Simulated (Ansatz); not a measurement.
Crystal: BAs.

```
As B
1.0
     0.00000    2.38850    2.38850
     2.38850    0.00000    2.38850
     2.38850    2.38850    0.00000
As B
1 1
Direct
  0.75000 0.75000 0.75000
  0.00000 0.00000 0.00000
```

Base run:

* Program: Ansatz 0.2.0
* Functional: LDA
* Potentials or basis: Ansatz PAW
* Cutoff: 420 eV (not typed: the program's choice for these potentials)
* k mesh: 7 × 7 × 7
* Occupations: fermi-dirac, width 0.05 eV
* Spin: spin-orbit coupling, no magnetisation

Its results: band gap on the k mesh 1.08 eV, indirect (least direct gap 3.04 eV); pressure -3.9 GPa.

The run is repeated on the same cell with these changes: functional from LDA to PBE. What comes out?

Band gap on the k mesh 1.14 eV, indirect (least direct gap 3.07 eV); pressure 2.8 GPa.

PBE binds less tightly than LDA, so the same cell stands under more pressure.

Caveats: the PAW data sets come from PBE, with cores solved anew for the run's functional, which leaves a small shift of forces and pressure (some runs).
